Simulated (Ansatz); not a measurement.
# Infrared modes and screening in Li2O (Fm-3m)

What experiment reports for this phase, and the runs try to reproduce:
- Raman mode: about 520 cm⁻¹ (T2g; Raman spectroscopy; powder; reference compound quoted in passing for comparison; spectrum shown only in the supplementary information; “Metastable Cation-Disordered Niobium Tungsten Oxides as Li-ion Battery Anode Materials”, 2023, arxiv:2306.08735)

Perturbation theory with PBEsol in the plane-wave code Ansatz on the PBEsol cell, ground state and force constants on an 8×8×8 mesh. The values are computed, spin-unpolarised.

Space group Fm-3m (No. 225), cubic; a = 4.580 Å in the conventional setting, 8.01 Å³ an atom. Li has 4 O at 1.98 Å; O has 8 Li at 1.98 Å.

```
CELL_PARAMETERS angstrom
0.00000 2.28996 2.28996
2.28996 0.00000 2.28996
2.28996 2.28996 0.00000
ATOMIC_POSITIONS crystal
Li 0.25000 0.25000 0.25000
Li 0.75000 0.75000 0.75000
O 0.00000 0.00000 0.00000
```

Optical modes without the longitudinal term:
```csv
ω (cm⁻¹),degeneracy,"IR intensity, summed over the level ((D/Å)²/amu)"
444,3,29.99
535,3,0.00
```

All optical modes at Γ are real, from 444 to 535 cm⁻¹ without the longitudinal term; this says nothing of other wave vectors. With the long-range field the highest mode reaches 706 cm⁻¹. Of the real levels 1 is infrared active, the strongest at 444 cm⁻¹.

The electronic dielectric tensor ε∞ is 2.94 in all directions. With the ions relaxed, ε⁰ is 7.5 in all directions. Born charges, averaged over directions: Li +0.90, O -1.79 e.

With one polar mode in a cubic crystal the Lyddane-Sachs-Teller relation applies: (ω_LO/ω_TO)² = (705.9/443.5)² = 2.533, and ε⁰/ε∞ = 7.458/2.944 = 2.533. The refractive index √ε∞ is 1.72.

For comparison, on the r2SCAN cell the mean ε∞ is 2.74 with r2SCAN (ground state on 8×8×8; least gap 5.77 eV), 2.91 with PBE (ground state on 8×8×8; least gap 5.05 eV).

Set against measured values:
- Raman mode at 520 cm⁻¹ (T2g): the nearest PBEsol mode at Γ lies at 535 cm⁻¹ (+2.9 %).
Reports marked as nanostructured, strained, doped, implanted or mixed samples, and transport gaps, were set aside. Modes are paired by degeneracy and infrared activity, where the label gives them, and frequency; they are harmonic.
